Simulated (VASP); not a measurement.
A run of VASP 6.6.1 is set up as follows.

Contents of INCAR:

```
  ALGO = Fast
  EDIFF = 1E-7
  ENCUT = 520
  GGA = PE
  ISIF = 2
  ISMEAR = -1
  IVDW = 12
  LASPH = True
  LCHARG = False
  LREAL = Auto
  LWAVE = False
  NBANDS = 62
  NELM = 100
  PREC = Accurate
  SIGMA = 0.02
```

File KPOINTS:

```
k-points
0
Gamma
  1 1 1
```

Contents of POSCAR:

```
H15C4N
1.0
    7.6403210000      0.0000000000      0.0000000000
    0.0000000000      7.6403210000      0.0000000000
    0.0000000000      0.0000000000      7.6403210000
N H C
2 30 8
Direct
    0.7326604000      0.2171162000      0.7764498000
    0.6361656000      0.8886354000      0.5985367000
    0.8450417000      0.2018999000      0.8460908000
    0.7169193000      0.3481000000      0.7589450000
    0.6336097000      0.1778394000      0.8561823000
    0.6721530000      0.9775589000      0.5062953000
    0.7261185000      0.8975338000      0.6962109000
    0.6526214000      0.7686751000      0.5433128000
    0.2172797000      0.1366571000      0.6189907000
    0.3475527000      0.2644325000      0.4773515000
    0.2369412000      0.3641471000      0.6539341000
    0.0767432000      0.4215975000      0.3700554000
    0.0570816000      0.1941075000      0.3351121000
   -0.0535298000      0.2938220000      0.5116947000
    0.7722314000      0.8141891000      0.0940195000
    0.8242384000      0.7626970000     -0.1250767000
    0.7098466000      0.6102023000      0.0053809000
    1.0283701000      0.5240502000     -0.0205349000
    1.0907550000      0.7280370000      0.0681037000
    0.9763632000      0.5755423000      0.1985613000
    0.3976664000      0.5211598000      0.1854098000
    0.2964548000      0.3157240000      0.2156027000
    0.5243604000      0.3280823000      0.1800275000
    0.3691914000      0.2339793000     -0.0967725000
    0.2424973000      0.4270568000     -0.0913902000
    0.4704029000      0.4394152000     -0.1269654000
   -0.0775912000      0.6727365000      0.6853619000
    0.1212893000      0.5704126000      0.6276066000
    0.1079520000      0.6960896000      0.8209630000
    0.2608067000      0.8671251000      0.5823559000
    0.0752636000      0.8437720000      0.4467548000
    0.0619263000      0.9694490000      0.6401112000
    0.2262118000      0.2632878000      0.5530786000
    0.0678111000      0.2949668000      0.4359675000
    0.8136694000      0.7085793000      0.0069048000
    0.9869321000      0.6296600000      0.0665799000
    0.3984011000      0.3846517000      0.1426955000
    0.3684566000      0.3704874000     -0.0540582000
    0.0645651000      0.6885758000      0.6848724000
    0.1186505000      0.8512859000      0.5828454000
```

Potentials or basis: VASP PAW PBE potentials, release 64 (N, H, C).

The run is started by

```bash
$ cat potpaw_PBE.64/N/POTCAR potpaw_PBE.64/H/POTCAR potpaw_PBE.64/C/POTCAR > POTCAR
$ mpirun -np 1 vasp_gam > vasp.out
```

Estimate the dispersion energy per atom.

-0.034 eV.

Predict the band gap on the k mesh.

4.28 eV, direct.

Predict the pressure.

1.6 GPa.

Estimate the largest force.

0.641 eV/Å.

Forces on the atoms (eV/Å):
```
N    0.222  0.004 -0.046
N   -0.335 -0.267 -0.071
H    0.230  0.021  0.106
H    0.005  0.147  0.001
H   -0.122 -0.064 -0.007
H    0.062  0.215  0.043
H   -0.014  0.206 -0.058
H   -0.023 -0.247 -0.123
H    0.128  0.176  0.032
H    0.201 -0.013 -0.003
H    0.057 -0.007 -0.055
H   -0.007  0.117 -0.058
H   -0.065 -0.155 -0.171
H   -0.199 -0.054  0.072
H   -0.097  0.146  0.167
H   -0.065  0.029  0.195
H   -0.164 -0.113  0.010
H   -0.071 -0.118  0.116
H    0.161  0.082  0.102
H   -0.058 -0.022  0.142
H    0.001  0.182  0.106
H    0.029  0.004 -0.087
H    0.226 -0.069  0.084
H   -0.068 -0.161 -0.076
H    0.025 -0.008  0.004
H    0.024  0.137 -0.129
H   -0.047 -0.120 -0.178
H    0.056  0.021 -0.086
H    0.110  0.102 -0.407
H    0.147 -0.033  0.029
H   -0.106  0.029 -0.226
H   -0.207 -0.008  0.033
C   -0.113  0.087 -0.087
C    0.080 -0.050  0.219
C    0.022  0.052  0.229
C   -0.403  0.000  0.320
C   -0.081 -0.057 -0.162
C    0.036  0.032  0.349
C    0.403  0.270 -0.420
C    0.022 -0.495  0.092
```

As with any semilocal functional, this PBE gap is likely too small.
